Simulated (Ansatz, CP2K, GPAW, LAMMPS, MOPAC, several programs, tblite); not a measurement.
## Te (P3_121) from semi-empirical methods to plane-wave DFT

Te (P3_121) from a database of computed structures, relaxed with r2SCAN+rVV10 in Ansatz, was computed with several methods. Space group P3_121 (No. 152), trigonal; a = 4.471 Å, c = 5.949 Å in the conventional setting, 34.33 Å³ an atom. Te is surrounded by 2 Te at 2.85 Å. Calculated for a static, non-magnetic cell.

```cif
data_structure
_symmetry_space_group_name_H-M 'P3_121'
_symmetry_Int_Tables_number 152
_cell_length_a 4.4713
_cell_length_b 4.4713
_cell_length_c 5.9487
_cell_angle_alpha 90.000
_cell_angle_beta 90.000
_cell_angle_gamma 120.000
_cell_volume 102.99
loop_
_atom_site_label
_atom_site_type_symbol
_atom_site_symmetry_multiplicity
_atom_site_Wyckoff_symbol
_atom_site_fract_x
_atom_site_fract_y
_atom_site_fract_z
_atom_site_occupancy
Te1 Te 3 a 0.26419 0.00000 0.33333 1
```

Gaps and times are for a single point on this cell; volume and bulk modulus come from each method's own relaxation or energy curve at fixed shape, which is too stiff where a cell has free coordinates or axes. Times are rough, from shared hosts (Intel Xeon 6975P-C), and each method has its own mesh and cell size. A double dagger marks a value from a curve with shape and coordinates held. PM6 (MOPAC), PM7 (MOPAC), GFN1-xTB (tblite) treat a cluster of cells at its zone centre, which samples few k points: where these miss a band edge, the gap comes out too large for that reason alone. Gaps from k meshes are read at a limited set of points (mesh, symmetry points, PBE's band edges), so each method's own least gap may be somewhat smaller. Force fields have no electrons; where one was fitted to this phase, its volume and modulus reflect the fit. xTB and the PM methods were fitted mostly to molecules, and can miss a solid's gap by electronvolts. Minimal bases can be far off for gaps. Curves at held shape can't give the bulk modulus of a layered or molecular crystal, so none is listed. GLLB-SC's gap includes the derivative discontinuity. d marks a direct gap, i an indirect one (no mark: not told apart), a dash a value that wasn't computed or didn't pass its checks.

```
                              method              kind  gap (eV)  own volume (Å³/atom)  bulk modulus (GPa)  atoms computed  processor time
            CdTeZnSeHgS0.sw (LAMMPS)       force field         –                     –                   –               3          0.14 s
             CdTe.bop.table (LAMMPS)       force field         –                     –                   –               3          0.14 s
           CdTeSe.bop.table (LAMMPS)       force field         –                     –                   –               3          0.16 s
light PBE (260 eV and a coarse mesh)  light plane-wave    0.15 i                     –                   –               3           1.2 s
                         PM7 (MOPAC)    semi-empirical      6.28                     –                   –              54           1.7 s
                   GFN1-xTB (tblite)     tight binding      1.03                     –                   –              54           2.3 s
                         PM6 (MOPAC)    semi-empirical      3.09                     –                   –              54           2.5 s
                                 PBE         semilocal    0.15 i                     –                   –               3           3.5 s
                      PBE/SZV (CP2K)       small basis    0.18 i                     –                   –               3           5.3 s
                              r2SCAN         semilocal    0.33 i                     –                   –               3           7.8 s
              PBE/single zeta (GPAW)       small basis      0.01                     –                   –               3           8.4 s
                     PBE/DZVP (CP2K)       small basis    0.14 i                36.10‡                   –               3            12 s
                      GLLB-SC (GPAW)   model potential      0.38                     –                   –               3            31 s
```

Against r2SCAN (0.33 eV) and with closed or daggered gaps left aside, the nearest gap at the points sampled is that of GLLB-SC (GPAW) (+0.05 eV) and the farthest that of PM7 (MOPAC) (+5.95 eV). r2SCAN is only a yardstick of convenience: semilocal gaps usually lie below measured ones, which GLLB-SC and hybrids aim to mend.

Runs without a result: GFN2-xTB (tblite) (single point).

Relaxed on its own, the cell leaves this structure with CdTeZnSeHgS0.sw (LAMMPS), CdTe.bop.table (LAMMPS), CdTeSe.bop.table (LAMMPS), so no volume is listed.

No spin-orbit coupling is included; it can move band edges with weight on the heavy atoms by tenths of an eV.
